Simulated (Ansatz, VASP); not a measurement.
# One calculation of Cs, two programs

```
Cs
1.0
     5.09496    0.00000    0.00000
    -2.54748    4.41236    0.00000
     0.00000    0.00000    8.25383
Cs
2
Direct
  0.33333 0.66667 0.25000
  0.66667 0.33333 0.75000
```

Alike in both runs: functional PBEsol; k mesh 8 × 8 × 5; occupations fermi-dirac, width 0.08 eV; no spin polarisation.

Ansatz relaxed the structure, and its values are those at the end. VASP's run is a single point on that final structure, the one shown.

|  | VASP | Ansatz |
| --- | --- | --- |
| version | VASP 6.6.1 | Ansatz 0.2.0 |
| potentials or method | VASP PAW PBE potentials, release 64 (Cs_sv) | PAW with Ansatz's default frozen-core files, scalar-relativistic |
| plane-wave cutoff (eV) | 520 | 420 |
| valence electrons in the cell | 18 | 18 |

```csv
,VASP,Ansatz,Ansatz less VASP
pressure (GPa),0.4,0.4,+0.01
```

Caveats: the PAW data sets were made with another functional, which shifts forces and pressure a little (VASP). The runs have no spin-orbit coupling, so splittings on Cs are missing.
